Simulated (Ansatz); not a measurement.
# GaP: the cost of one run

Computed with Ansatz 0.2.0 (DFT PBEsol, scalar-relativistic, plane waves, PAW, unless a step's input says otherwise).

3 further runs of the same task are left out: 3 set aside as unsound or not needed.

## 1. Starting point

It takes space group F-43m (No. 216, cubic). The conventional cell has a = 5.438 Å, b = 5.438 Å, c = 5.438 Å, α = 90.00°, β = 90.00°, γ = 90.00°. Ga (site symmetry -43m) has 4 P at 2.35 Å as nearest neighbours. Around P (site symmetry -43m) lie 4 Ga at 2.35 Å.

Coordinates:

```
Ga P
1.0
     0.00000    2.71923    2.71923
     2.71923    0.00000    2.71923
     2.71923    2.71923    0.00000
Ga P
1 1
Cartesian
  0.0000 0.0000 0.0000
  4.0788 4.0788 4.0788
```

This cell was relaxed beforehand with the same method: volume 20.11 Å³/atom, gap on the mesh 1.50 eV.

## 2. Linear response at Γ

input.yaml

```yaml
crystal:
  lattice:
    - [0.0, 2.7542029153, 2.7542029153]
    - [2.7542029153, 0.0, 2.7542029153]
    - [2.7542029153, 2.7542029153, 0.0]
  atoms:
    - { symbol: Ga, position: [0.0, 0.0, 0.0] }
    - { symbol: P, position: [0.75, 0.75, 0.75] }
basis:
  ecutwfc: 420
kpoints:
  mp_grid: { grid: [8, 8, 8] }
hamiltonian:
  xc: pbesol
scf:
  occupations: { method: fixed }
output:
  eigenvalues: true
phonons:
  method: dfpt
  dielectric: true
  rigid_motions: translations
  eigenvectors: true
```

On the command line:

```sh
$ ansatz run input.yaml --threads 1 --pin off --max-ram 3072MiB --backend cpu --events-out ev --progress --plain --runs-dir out
```

Q: Estimate wall time and peak memory on 1 thread of Arm Neoverse V1, shared host.

About 59 s, with a peak of 0.53 GiB.
